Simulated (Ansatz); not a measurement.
# HfC: the crystal squeezed far

The task here is to estimate one member of a computed series from the others.

Program: Ansatz 0.2.0. Level of theory: DFT, PBE, PAW with Ansatz's default frozen-core files, scalar-relativistic. These are calculated values, not measurements.

### The system as given

Symmetry: P-6m2, No. 187, hexagonal system. Conventional cell: a = 3.032 Å, b = 3.032 Å, c = 2.972 Å, α = 90.00°, β = 90.00°, γ = 120.00°. Around Hf (site symmetry -6m2) lie 6 C at 2.30 Å. C (site symmetry -6m2) is surrounded by 6 Hf at 2.30 Å.

Coordinates:

```cif
data_structure
_symmetry_space_group_name_H-M 'P-6m2'
_symmetry_Int_Tables_number 187
_cell_length_a 3.0325
_cell_length_b 3.0325
_cell_length_c 2.9718
_cell_angle_alpha 90.000
_cell_angle_beta 90.000
_cell_angle_gamma 120.000
_cell_volume 23.67
loop_
_atom_site_label
_atom_site_type_symbol
_atom_site_symmetry_multiplicity
_atom_site_Wyckoff_symbol
_atom_site_fract_x
_atom_site_fract_y
_atom_site_fract_z
_atom_site_occupancy
Hf1 Hf 1 a 0.00000 0.00000 0.00000 1
C1 C 1 d 0.33333 0.66667 0.50000 1
```

The file gives the conventional cell by its symmetry; the runs use the cell typed in the input.

Whether this phase is the stable one at these pressures isn't tested.

Atoms are numbered in the order of the input: Hf1, C2.

The first run:

The input, input.yaml:

```yaml
crystal:
  lattice:
    - [3.0324939181, 0.0, 0.0]
    - [-1.5162469591, 2.6262167699, 0.0]
    - [0.0, 0.0, 2.9718440398]
  atoms:
    - { symbol: Hf, position: [0.0, 0.0, 0.0] }
    - { symbol: C, position: [0.3333333333, 0.6666666667, 0.5] }
kpoints:
  mp_grid: { grid: [14, 14, 13] }
scf:
  occupations: { method: fermi_dirac, width: 0.08 }
hamiltonian:
  xc: pbe
  pseudopotentials: { kind: paw }
output:
  forces: true
  stress: true
relax:
  f_tol: 0.005
  max_steps: 40
  cell: {}
```

Launch:

```sh
ansatz run input.yaml --threads 1 --pin off --max-ram 2048MiB --backend cpu --events-out ev --progress --plain --runs-dir out
```

Steps of the session up to this table: Cell relaxed at zero pressure, PAW; More of the same log: cell relaxed at zero pressure; Volume scaled by 1, PAW; Shape and atoms relaxed at 0.94 of the volume, PAW; Volume scaled by 0.94, PAW; Shape and atoms relaxed at 0.88 of the volume, PAW; Volume scaled by 0.88, PAW; Shape and atoms relaxed at 0.8 of the volume, PAW; Volume scaled by 0.8, PAW; Shape and atoms relaxed at 0.72 of the volume, PAW; Volume scaled by 0.72, PAW; Shape and atoms relaxed at 0.64 of the volume, PAW; Volume scaled by 0.64, PAW; Volume scaled by 0.64, PAW (cutoff 250 eV); Shape and atoms relaxed at 0.55 of the volume, PAW; Volume scaled by 0.55, PAW; Volume scaled by 0.55, PAW (cutoff 1000 eV).

One table of the session follows, with a row left open; its other results are not shown here.

| method | volume over the first | volume (Å³/atom) | pressure (GPa) |
| --- | --- | --- | --- |
| PAW | 1 | 13.211 | 0.01 |
| PAW | 0.94 | ? | ? |
| PAW | 0.88 | 11.625 | 32.19 |
| PAW | 0.8 | 10.569 | 67.02 |
| PAW | 0.72 | 9.512 | 119.29 |
| PAW | 0.64 | 8.455 | 199.95 |
| PAW | 0.55 | 7.266 | 349.14 |
| PAW (cutoff 1000 eV) | 0.55 | 7.266 | 348.94 |
| PAW (cutoff 250 eV) | 0.64 | 8.455 | 205.20 |

**Question.** Estimate the row for PAW, 0.94.

**Answer.** volume (Å³/atom): 12.418; pressure (GPa): 13.78. In the column «volume (Å³/atom)» it lies between PAW, 0.88 (11.625) and PAW, 1 (13.211).

Caveats from the session: Warnings in the runs' records: cutoff below recommended.
